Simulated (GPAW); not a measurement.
# PbSe (Clausthalite) (Fm-3m) in GPAW: further runs

One crystal, PbSe (Clausthalite), is run at these levels: r2SCAN, WC, RPBE+D4, PW91, OLYP; tasks: band structure, equation of state.

All numbers are computed with GPAW 26.7.0; they aren't measurements. Logs are shortened: lines on timing, memory, paths and dates and some standing lists are left out, and cuts for length are marked. The log counts tension as positive stress, the text compression.

**The experiment to reproduce.**

A printed reference work, monograph reports, for a bulk crystal of PbSe at 4.2 K: band gap 0.15 eV (direct).

The runs below are set against these values where they give the same quantity.

**1. Starting point**

It takes space group Fm-3m (No. 225, cubic). The conventional cell has a = 6.121 Å, b = 6.121 Å, c = 6.121 Å, α = 90.00°, β = 90.00°, γ = 90.00°. Pb (site symmetry m-3m) is surrounded by 6 Se at 3.06 Å. Se (site symmetry m-3m) has 6 Pb at 3.06 Å as nearest neighbours.

**2. Band structure, r2SCAN, spin-orbit coupling, no magnetisation**

The input, run.py:

```python
import numpy as np
from ase import Atoms
from ase.dft.bandgap import bandgap
from ase.io import write
from ase.units import GPa
from gpaw import GPAW, PW
from gpaw.spinorbit import soc_eigenstates

atoms = Atoms(['Pb', 'Se'],
              cell=[[0.0, 3.06065, 3.06065],
                    [3.06065, 0.0, 3.06065],
                    [3.06065, 3.06065, 0.0]],
              scaled_positions=[[0.0, 0.0, 0.0],
                                [0.5, 0.5, 0.5]],
              pbc=True)

calc = GPAW(mode=PW(600),
            xc='MGGA_X_R2SCAN+MGGA_C_R2SCAN',
            kpts={'size': (6, 6, 6), 'gamma': True},
            occupations={'name': 'fermi-dirac', 'width': 0.05},
            nbands=19,
            convergence={'density': 1e-05, 'energy': 1e-05},
            maxiter=150,
            txt='gpaw.txt')
atoms.calc = calc
energy = atoms.get_potential_energy()
forces = atoms.get_forces()
stress = atoms.get_stress()
calc.write('gs.gpw')
write('result.traj', atoms)
print(f'Energy: {energy:.6f} eV')
print('Forces (eV/A):')
print(forces.round(4))
print('Stress (GPa):', (stress / GPa).round(3))
print('Fermi level:', round(calc.get_fermi_level(), 4), 'eV')
print(f'Gap: {bandgap(calc)[0]:.4f} eV, direct: {bandgap(calc, direct=True)[0]:.4f} eV')

path = atoms.cell.bandpath('GXWKGLUWLK,UX', npoints=60, eps=1e-4)
bs_calc = calc.fixed_density(kpts=path, symmetry='off', nbands=31,
                             convergence={'bands': 'CBM+6.0', 'eigenstates': 1e-6}, txt='bands.txt')
bs = bs_calc.band_structure()
bs.write('bs.json')
print(f'Gap on the path: {bandgap(bs_calc)[0]:.4f} eV')

soc = soc_eigenstates(bs_calc, theta=90, phi=0, ignore_xc_potential=True)
np.savetxt('soc_bands.dat', soc.eigenvalues(), fmt='%.4f')
mesh = soc_eigenstates('gs.gpw', theta=90, phi=0, ignore_xc_potential=True)
np.savetxt('soc_mesh.dat', mesh.eigenvalues(), fmt='%.4f')
print('Fermi level with spin-orbit coupling:', round(mesh.fermi_level, 4), 'eV')
```

Potentials or basis: GPAW PAW data sets (gpaw-data 1.2.1), pw.

On the command line:

```sh
$ OMP_NUM_THREADS=1 python run.py
```

gpaw.txt:

```text
__  _  _
 | _ |_)|_||  |
 |__||  | ||/\| - 26.7.0

Input parameters:
  mode=PW(ecut=600.0),
  convergence={'density': 1e-05, 'energy': 1e-05},
  kpts=MonkhorstPack(size=(6, 6, 6), gamma=True),
  maxiter=150,
  nbands=19,
  occupations=Occupations(name='fermi-dirac', width=0.05),
  xc=XC(name='MGGA_X_R2SCAN+MGGA_C_R2SCAN')

Diagonalizing LCAO Hamiltonian
Converting LCAO to pw mode

                Se

       Pb

Atoms  # Å, Bohr magnetons
|   | symbol |        x |        y |        z |    initial magnetic moments |
|---|--------|----------|----------|----------|-----------------------------|
| 0 |     Pb | 0.000000 | 0.000000 | 0.000000 | ( 0.0000,  0.0000,  0.0000) |
| 1 |     Se | 3.060650 | 3.060650 | 3.060650 | ( 0.0000,  0.0000,  0.0000) |

Unit cell  # Å
| periodic |        x |        y |        z |  lengths |    angles |
|----------|----------|----------|----------|----------|-----------|
|      yes | 0.000000 | 3.060650 | 3.060650 | 4.328413 | 60.000000 |
|      yes | 3.060650 | 0.000000 | 3.060650 | 4.328413 | 60.000000 |
|      yes | 3.060650 | 3.060650 | 0.000000 | 4.328413 | 60.000000 |

Number of symmetries: 48
Symmetry operations  # r_c * U_cc + t_c -> r_c
|    | kind |            matrix            |
|----|------|------------------------------|
|  0 |  σ   |  1, 0, 0,  1, 0,-1,  1,-1, 0 |
|  1 |  C2  |  1, 0, 0,  1,-1, 0,  1, 0,-1 |
|  2 |  E   |  1, 0, 0,  0, 1, 0,  0, 0, 1 |
|  3 |  σ   |  1, 0, 0,  0, 0, 1,  0, 1, 0 |
|  4 |  C4  |  1, 0,-1,  1, 0, 0,  1,-1, 0 |
|  5 |  S6  |  1, 0,-1,  1,-1, 0,  1, 0, 0 |
|  6 |  σ   |  1, 0,-1,  0, 1,-1,  0, 0,-1 |
|  7 |  C3  |  1, 0,-1,  0, 0,-1,  0, 1,-1 |
|  8 |  S6  |  1,-1, 0,  1, 0, 0,  1, 0,-1 |
|  9 |  C4  |  1,-1, 0,  1, 0,-1,  1, 0, 0 |
| 10 |  C3  |  1,-1, 0,  0,-1, 1,  0,-1, 0 |
| 11 |  σ   |  1,-1, 0,  0,-1, 0,  0,-1, 1 |
| 12 |  σ   |  0, 1, 0,  1, 0, 0,  0, 0, 1 |
| 13 |  C4  |  0, 1, 0,  0, 1,-1, -1, 1, 0 |
| 14 |  C3  |  0, 1, 0,  0, 0, 1,  1, 0, 0 |
| 15 |  S6  |  0, 1, 0, -1, 1, 0,  0, 1,-1 |
| 16 |  C2  |  0, 1,-1,  1, 0,-1,  0, 0,-1 |
| 17 |  σ   |  0, 1,-1,  0, 1, 0, -1, 1, 0 |
| 18 |  S4  |  0, 1,-1,  0, 0,-1,  1, 0,-1 |
| 19 |  C4  |  0, 1,-1, -1, 1, 0,  0, 1, 0 |
| 20 |  C3  |  0, 0, 1,  1, 0, 0,  0, 1, 0 |
| 21 |  σ   |  0, 0, 1,  0, 1, 0,  1, 0, 0 |
| 22 |  S6  |  0, 0, 1,  0,-1, 1, -1, 0, 1 |
| 23 |  C4  |  0, 0, 1, -1, 0, 1,  0,-1, 1 |
| 24 |  S4  |  0, 0,-1,  1, 0,-1,  0, 1,-1 |
| 25 |  C3  |  0, 0,-1,  0, 1,-1,  1, 0,-1 |
| 26 |  C2  |  0, 0,-1,  0,-1, 0, -1, 0, 0 |
| 27 |  S6  |  0, 0,-1, -1, 0, 0,  0,-1, 0 |
| 28 |  S4  |  0,-1, 1,  1,-1, 0,  0,-1, 0 |
| 29 |  C4  |  0,-1, 1,  0, 0, 1, -1, 0, 1 |
| 30 |  C2  |  0,-1, 1,  0,-1, 0,  1,-1, 0 |
| 31 |  σ   |  0,-1, 1, -1, 0, 1,  0, 0, 1 |
| 32 |  C3  |  0,-1, 0,  1,-1, 0,  0,-1, 1 |
| 33 |  S6  |  0,-1, 0,  0, 0,-1, -1, 0, 0 |
| 34 |  S4  |  0,-1, 0,  0,-1, 1,  1,-1, 0 |
| 35 |  C2  |  0,-1, 0, -1, 0, 0,  0, 0,-1 |
| 36 |  C2  | -1, 1, 0,  0, 1, 0,  0, 1,-1 |
| 37 |  S6  | -1, 1, 0,  0, 1,-1,  0, 1, 0 |
| 38 |  S4  | -1, 1, 0, -1, 0, 1, -1, 0, 0 |
| 39 |  C3  | -1, 1, 0, -1, 0, 0, -1, 0, 1 |
| 40 |  S6  | -1, 0, 1,  0, 0, 1,  0,-1, 1 |
| 41 |  C2  | -1, 0, 1,  0,-1, 1,  0, 0, 1 |
| 42 |  C3  | -1, 0, 1, -1, 1, 0, -1, 0, 0 |
| 43 |  S4  | -1, 0, 1, -1, 0, 0, -1, 1, 0 |
| 44 |  C2  | -1, 0, 0,  0, 0,-1,  0,-1, 0 |
| 45 |  i   | -1, 0, 0,  0,-1, 0,  0, 0,-1 |
| 46 |  σ   | -1, 0, 0, -1, 1, 0, -1, 0, 1 |
| 47 |  C2  | -1, 0, 0, -1, 0, 1, -1, 1, 0 |

BZ-sampling:
  Number of BZ points: 216
  Number of IBZ points: 16

  Monkhorst-Pack size: [6, 6, 6]
  Monkhorst-Pack shift: [0.08333333333333333, 0.08333333333333333, 0.08333333333333333]

K-points  # in reciprocal-cell coordinates
|     |                                coordinates |     weight |
|-----|--------------------------------------------|------------|
|   0 | (  0.00000000,   0.00000000,   0.00000000) | 0.00462963 |
|   1 | (  0.16666667,   0.16666667,   0.00000000) | 0.02777778 |
|   2 | (  0.16666667,   0.16666667,   0.16666667) | 0.03703704 |
|   3 | (  0.33333333,   0.16666667,   0.16666667) | 0.05555556 |
|   4 | (  0.33333333,   0.33333333,  -0.33333333) | 0.05555556 |
|   5 | (  0.33333333,   0.33333333,   0.00000000) | 0.02777778 |
|   6 | (  0.33333333,   0.33333333,   0.16666667) | 0.11111111 |
|   7 | (  0.33333333,   0.33333333,   0.33333333) | 0.03703704 |
|   8 | (  0.50000000,   0.33333333,  -0.33333333) | 0.11111111 |
|   9 | (  0.50000000,   0.33333333,  -0.16666667) | 0.05555556 |
| ... |                                            |            |
|  15 | (  0.50000000,   0.50000000,   0.50000000) | 0.01851852 |

Plane wave coefficients: 1936
Cutoff: 600.0 eV

Spin-components: 1 (collinear spins)
Bands:           19
Projectors:      11
Spin-degeneracy: 2
Datatype:        complex128

Parallelization:
  kpt:    1
  domain: 1
  band:   1

Density:
  Valence electrons: 20.0
  Components: 1
  Grid points: [25 25 25]
  Charge: 0.0  # |e|

Potential:
  Grid points: [25 25 25]

species:
  Pb:
    name:    Lead
    Z:       82.0
    valence: 14
    core:    68
    charge:  0.0  # [|e|]
    compensation charges:
      type: gauss
      rc: 0.38  # [Å]
      lmax: 2
    cutoffs:
      filter: 2.36  # [Å]
      core: 2.43  # [Å]
    projectors
    | kind |    occ | energy [eV] | rcut [Å] |
    |------|--------|-------------|----------|
    |   6s |  2.000 |     -11.969 |    1.259 |
    |   6p |  2.000 |      -3.506 |    1.275 |
    |   5d | 10.000 |     -21.211 |    1.217 |
    |    s |        |      15.243 |    1.259 |
    |    p |        |      23.705 |    1.275 |
    |    d |        |       6.001 |    1.217 |

    Using partial waves for Pb as LCAO basis

  Se:
    name:    Selenium
    Z:       34.0
    valence: 6
    core:    28
    charge:  0.0  # [|e|]
    compensation charges:
      type: gauss
      rc: 0.27  # [Å]
      lmax: 2
    cutoffs:
      filter: 1.77  # [Å]
      core: 2.67  # [Å]
    projectors
    | kind |    occ | energy [eV] | rcut [Å] |
    |------|--------|-------------|----------|
    |   4s |  2.000 |     -17.277 |    0.847 |
    |   4p |  4.000 |      -6.512 |    1.005 |
    |    s |        |       9.935 |    0.847 |
    |    p |        |      20.699 |    1.005 |
    |    d |        |       0.000 |    0.847 |

    Using partial waves for Se as LCAO basis

Reference energy: -633377.995495  # eV

eigensolver:
  PPCG
  Converge bands: occupied
  niter=2

density mixing:
  MSR1-Mixer
  Pratt-step length: 0.05
  Maximum mixing coefficient: 0.75
  Old densities: 10
  SVD Regularization: 0.005
  Good broyden scale: 1.0
  Trust region scale: 1.0
  Backstep threshold: 4.0
  History deletion threshold: 6.0
  Fourier metric: weight=20.0, sigma=0.015

occupation numbers:
  Fermi-Dirac:
    width: 0.0500  # eV

poisson solver:
  ecut: 4800.0  # eV

xc functional:
  name: MGGA_X_R2SCAN+MGGA_C_R2SCAN with 2 nearest neighbor stencil

convergence criteria:
- Maximum integral of absolute [dens]ity change: 1e-05 electrons / valence electron
- Maximum [total energy] change in last 3 cyles: 1e-05 eV / valence electron
- Maximum integral of absolute [eigenst]ate change: 4e-08 eV^2 / valence electron
maximum number of iterations: 150

SCF iterations
|iter     | |      energy | eigst |  dens |
|---------|-|-------------|-------|-------|
|iter:   1| |  -38.398692 | -0.16 |       |
|iter:   2| |  -34.744602 | -1.00 | -1.23 |
|iter:   3| |-2665352.018142 | +5.76 | -1.22 |
|iter:   4| |   -8.874871 | +1.56 | +2.13 |
|iter:   5| |  -34.781695 | +1.01 | -0.48 |
|iter:   6| |  -34.556419 | -1.05 | -1.34 |
|iter:   7| |  -34.555661 | -2.60 | -1.88 |
|iter:   8| |  -34.561678 | -2.70 | -2.09 |
|iter:   9| |  -34.563861 | -3.50 | -2.31 |
|iter:  10| |  -34.562016 | -4.10 | -2.27 |
|iter:  11| |  -34.561141 | -4.39 | -2.51 |
|iter:  12| |  -34.561032 | -5.21 | -2.93 |
|iter:  13| |  -34.561011c| -5.53 | -3.33 |
|iter:  14| |  -34.561011c| -7.55c| -4.59 |
|iter:  15| |  -34.561011c| -8.06c| -5.14c|

Converged in 15 steps
Energy contributions relative to reference atoms: (reference = -633377.995495)

Energy contributions:
  Kinetic:          28.164422
  Coulomb:         -27.534957
  Zero:             -0.118665
  External:          0.000000
  Xc:              -35.071753
  Entropy:          -0.000118
  Spinorbit:         0.000000
  ----------------------------
  Free energy:     -34.561070
  Extrapolated:    -34.561011

dipole moment: (-25.827481, -25.827481, -25.827481)  # |e|*Ang

Fermi level: 6.262
Eigenvalues  # (at kpt = [0.000, 0.000, 0.000])
| band index |      eig [eV] | occ [0-2] |
|------------|---------------|-----------|
|          0 |       -11.520 |     2.000 |
|        ... |               |           |
|          2 |       -11.516 |     2.000 |
|          3 |       -11.516 |     2.000 |
|          4 |       -11.516 |     2.000 |
|          5 |        -8.182 |     2.000 |
|          6 |        -0.322 |     2.000 |
|          7 |         3.915 |     2.000 |
[... 9 lines left out ...]
|         17 |        14.923 |     0.000 |
|         18 |        15.462 |     0.000 |

Gap: 0.528 eV
Transition (v -> c):
  (s=0, k=15, n=9, [0.50, 0.50, 0.50]) -> (s=0, k=15, n=10, [0.50, 0.50, 0.50])
No difference between direct/indirect transitions

Forces  # eV/Ang
|       x |        y |       z |
|---------|----------|---------|
| 0.00000 | -0.00000 | 0.00000 |  # Pb   0
| 0.00000 |  0.00000 | 0.00000 |  # Se   1

Stress tensor  # eV/Ang^3
|         x |         y |         z |
|-----------|-----------|-----------|
| -0.008218 |  0.000000 |  0.000000 |
|  0.000000 | -0.008218 | -0.000000 |
|  0.000000 | -0.000000 | -0.008218 |

# Writing to gs.gpw (mode='')
```

It took 1.8 min on 1 thread of Arm Neoverse V2, shared host; peak memory 0.42 GiB.

Results:

| Property | Result |
| --- | --- |
| Free energy | -34.5611 eV |
| Pressure | 1.3 GPa |
| Band gap on the k mesh | 0.15 eV, direct |
| Band gap along the path | 0.22 eV, direct |

Levels at the corners of the path, in eV from the valence-band top:
| point | band 16 | band 17 | band 18 | band 19 | band 20 | band 21 | band 22 | band 23 | band 24 | band 25 |
| --- | --- | --- | --- | --- | --- | --- | --- | --- | --- | --- |
| Γ | -2.40 | -1.65 | -1.65 | -1.65 | -1.65 | 3.22 | 3.22 | 6.19 | 6.19 | 6.19 |
| X | -5.07 | -3.54 | -3.54 | -2.98 | -2.98 | 4.20 | 4.20 | 4.84 | 4.84 | 6.93 |
| W | -4.45 | -4.13 | -4.13 | -0.70 | -0.70 | 2.04 | 2.04 | 5.38 | 5.38 | 5.61 |
| K | -4.65 | -2.86 | -2.86 | -2.21 | -2.21 | 3.30 | 3.30 | 4.65 | 4.65 | 6.03 |
| Γ | -2.40 | -1.65 | -1.65 | -1.65 | -1.65 | 3.22 | 3.22 | 6.19 | 6.19 | 6.19 |
| L | -1.56 | -1.33 | -1.33 | 0.00 | 0.00 | 0.22 | 0.22 | 1.82 | 1.82 | 2.81 |
| U | -4.65 | -2.86 | -2.86 | -2.21 | -2.21 | 3.30 | 3.31 | 4.65 | 4.65 | 6.03 |
| W | -4.45 | -4.13 | -4.13 | -0.70 | -0.70 | 2.04 | 2.04 | 5.38 | 5.38 | 5.61 |
| L | -1.56 | -1.33 | -1.33 | 0.00 | 0.00 | 0.22 | 0.22 | 1.82 | 1.82 | 2.81 |
| K | -4.65 | -2.86 | -2.86 | -2.21 | -2.21 | 3.30 | 3.30 | 4.65 | 4.65 | 6.03 |
| U | -4.65 | -2.86 | -2.86 | -2.21 | -2.21 | 3.30 | 3.31 | 4.65 | 4.65 | 6.03 |
| X | -5.07 | -3.54 | -3.54 | -2.98 | -2.98 | 4.20 | 4.20 | 4.84 | 4.84 | 6.93 |

Caveat: spin-orbit coupling was added after a scalar SCF, so levels and gaps hold it while energy, forces, pressure and moments don't; this program's spin-orbit splittings come out too wide for heavy elements; the PAW data sets were made with another functional, which shifts forces and pressure a little.

**3. Equation of state, WC**

The input, run.py:

```python
import spglib
from ase import Atoms
from ase.eos import EquationOfState
from ase.io import Trajectory, read
from ase.units import GPa
from gpaw import GPAW, PW, setup_paths

setup_paths.insert(0, '.')

atoms = read('PbSe.cif')
cell, positions, numbers = spglib.find_primitive(
    (atoms.cell[:], atoms.get_scaled_positions(), atoms.numbers), symprec=1e-4)
atoms = Atoms(numbers, cell=cell, scaled_positions=positions, pbc=True)

traj = Trajectory('eos.traj', 'w')
volumes, energies = [], []
for x in [0.94, 0.96, 0.98, 1.0, 1.02, 1.04, 1.06]:
    a = atoms.copy()
    a.set_cell(atoms.cell * x**(1 / 3), scale_atoms=True)
    calc = GPAW(mode=PW(600),
                xc='WC',
                kpts={'size': (6, 6, 6), 'gamma': True},
                occupations={'name': 'fermi-dirac', 'width': 0.05},
                nbands=19,
                convergence={'density': 1e-05, 'energy': 1e-05},
                maxiter=150,
                txt=f'eos-{x:.2f}.txt')
    a.calc = calc
    energies.append(a.get_potential_energy(force_consistent=True))
    volumes.append(a.get_volume())
    p = -a.get_stress()[:3].mean() / GPa
    calc.write(f'eos-{x:.2f}.gpw')
    traj.write(a)
    print(f'{x:.2f} {volumes[-1]:10.4f} A^3 {energies[-1]:14.6f} eV {p:9.3f} GPa', flush=True)

v0, e0, B = EquationOfState(volumes, energies, eos='birchmurnaghan').fit()
print(f'V0 = {v0:.4f} A^3, E0 = {e0:.6f} eV, B0 = {B / GPa:.2f} GPa')
```

The input, PbSe.cif:

```cif
data_PbSe
_cell_length_a 6.12130000
_cell_length_b 6.12130000
_cell_length_c 6.12130000
_cell_angle_alpha 90.00000000
_cell_angle_beta 90.00000000
_cell_angle_gamma 90.00000000
_space_group_name_H-M_alt 'Fm-3m'
_space_group_name_Hall '-F 4 2 3'
_space_group_IT_number 225
loop_
_space_group_symop_operation_xyz
'x,y,z'
'-x,-y,-z'
'-y,x,z'
'y,-x,-z'
'-x,-y,z'
'x,y,-z'
'y,-x,z'
'-y,x,-z'
'x,-y,-z'
'-x,y,z'
'-y,-x,-z'
'y,x,z'
'-x,y,-z'
'x,-y,z'
'y,x,-z'
'-y,-x,z'
'z,x,y'
'-z,-x,-y'
'z,-y,x'
'-z,y,-x'
'z,-x,-y'
'-z,x,y'
'z,y,-x'
'-z,-y,x'
'-z,x,-y'
'z,-x,y'
'-z,-y,-x'
'z,y,x'
'-z,-x,y'
'z,x,-y'
'-z,y,x'
'z,-y,-x'
'y,z,x'
'-y,-z,-x'
'x,z,-y'
'-x,-z,y'
'-y,z,-x'
'y,-z,x'
'-x,z,y'
'x,-z,-y'
'-y,-z,x'
'y,z,-x'
'-x,-z,-y'
'x,z,y'
'y,-z,-x'
'-y,z,x'
'x,-z,y'
'-x,z,-y'
'x,y+1/2,z+1/2'
'-x,-y+1/2,-z+1/2'
'-y,x+1/2,z+1/2'
[... 62 lines left out ...]
'-z+1/2,-x,-y+1/2'
'z+1/2,-y,x+1/2'
'-z+1/2,y,-x+1/2'
'z+1/2,-x,-y+1/2'
'-z+1/2,x,y+1/2'
'z+1/2,y,-x+1/2'
'-z+1/2,-y,x+1/2'
'-z+1/2,x,-y+1/2'
'z+1/2,-x,y+1/2'
'-z+1/2,-y,-x+1/2'
'z+1/2,y,x+1/2'
'-z+1/2,-x,y+1/2'
'z+1/2,x,-y+1/2'
'-z+1/2,y,x+1/2'
'z+1/2,-y,-x+1/2'
'y+1/2,z,x+1/2'
'-y+1/2,-z,-x+1/2'
'x+1/2,z,-y+1/2'
'-x+1/2,-z,y+1/2'
'-y+1/2,z,-x+1/2'
'y+1/2,-z,x+1/2'
'-x+1/2,z,y+1/2'
'x+1/2,-z,-y+1/2'
'-y+1/2,-z,x+1/2'
'y+1/2,z,-x+1/2'
'-x+1/2,-z,-y+1/2'
'x+1/2,z,y+1/2'
'y+1/2,-z,-x+1/2'
'-y+1/2,z,x+1/2'
'x+1/2,-z,y+1/2'
'-x+1/2,z,-y+1/2'
'x+1/2,y+1/2,z'
'-x+1/2,-y+1/2,-z'
'-y+1/2,x+1/2,z'
'y+1/2,-x+1/2,-z'
'-x+1/2,-y+1/2,z'
'x+1/2,y+1/2,-z'
'y+1/2,-x+1/2,z'
'-y+1/2,x+1/2,-z'
'x+1/2,-y+1/2,-z'
'-x+1/2,y+1/2,z'
'-y+1/2,-x+1/2,-z'
'y+1/2,x+1/2,z'
'-x+1/2,y+1/2,-z'
'x+1/2,-y+1/2,z'
'y+1/2,x+1/2,-z'
'-y+1/2,-x+1/2,z'
'z+1/2,x+1/2,y'
'-z+1/2,-x+1/2,-y'
'z+1/2,-y+1/2,x'
'-z+1/2,y+1/2,-x'
'z+1/2,-x+1/2,-y'
'-z+1/2,x+1/2,y'
'z+1/2,y+1/2,-x'
'-z+1/2,-y+1/2,x'
'-z+1/2,x+1/2,-y'
'z+1/2,-x+1/2,y'
'-z+1/2,-y+1/2,-x'
'z+1/2,y+1/2,x'
'-z+1/2,-x+1/2,y'
'z+1/2,x+1/2,-y'
'-z+1/2,y+1/2,x'
'z+1/2,-y+1/2,-x'
'y+1/2,z+1/2,x'
'-y+1/2,-z+1/2,-x'
'x+1/2,z+1/2,-y'
'-x+1/2,-z+1/2,y'
'-y+1/2,z+1/2,-x'
'y+1/2,-z+1/2,x'
'-x+1/2,z+1/2,y'
'x+1/2,-z+1/2,-y'
'-y+1/2,-z+1/2,x'
'y+1/2,z+1/2,-x'
'-x+1/2,-z+1/2,-y'
'x+1/2,z+1/2,y'
'y+1/2,-z+1/2,-x'
'-y+1/2,z+1/2,x'
'x+1/2,-z+1/2,y'
'-x+1/2,z+1/2,-y'
loop_
_atom_site_label
_atom_site_type_symbol
_atom_site_symmetry_multiplicity
_atom_site_Wyckoff_symbol
_atom_site_fract_x
_atom_site_fract_y
_atom_site_fract_z
_atom_site_occupancy
Pb1 Pb 4 a 0.0000000000 0.0000000000 0.0000000000 1
Se1 Se 4 b 0.5000000000 0.0000000000 0.0000000000 1
```

Potentials or basis: PAW data sets generated in the run's folder for this functional, pw.

On the command line:

```sh
$ gpaw-setup -f WC Pb Se
$ OMP_NUM_THREADS=1 python run.py
```

It took 60 s on 1 thread of Arm Neoverse V2, shared host; peak memory 0.24 GiB.

The run converged. Its results:

| Quantity | Value |
| --- | --- |
| Equilibrium volume | 28.25 Å³/atom |
| Bulk modulus | 52 GPa |
| Pressure derivative of the bulk modulus | 3.7 |

Energy against volume, from the lowest point:
```tsv
volume (Å³/atom)	energy (meV/atom)
26.951	10.30
27.524	3.01
28.097	0.00
28.671	0.88
29.244	5.30
29.818	12.96
30.391	23.54
```

(Part 1 of 2 ends here.)
